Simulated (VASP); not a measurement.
Here is a VASP 6.6.1 calculation.

The input INCAR:

```
PREC = Accurate ; ENCUT = 520
EDIFF = 1E-7 ; ISMEAR = -1
SIGMA = 0.05 ; LREAL = False
LASPH = True ; NELM = 100
ALGO = Normal ; ISIF = 2
LWAVE = False ; LCHARG = False
GGA = PE ; NBANDS = 13
```

KPOINTS

```
regular mesh
0
Gamma
  12 12 12
```

POSCAR

```
W
1.0
   -1.5823450000      1.5823450000      1.5823450000
    1.5823450000     -1.5823450000      1.5823450000
    1.5823450000      1.5823450000     -1.5823450000
W
1
Direct
    0.0000000000      0.0000000000      0.0000000000
```

Potentials or basis: VASP PAW PBE potentials, release 64 (W_sv).

Launch:

```console
$ cat potpaw_PBE.64/W_sv/POTCAR > POTCAR
$ mpirun -np 1 vasp_std > vasp.out
```

(1) Predict the pressure.

(2) Estimate the band gap on the k mesh.

## Answers

(1) 6.4 GPa.

(2) none (metal or under the smearing width).
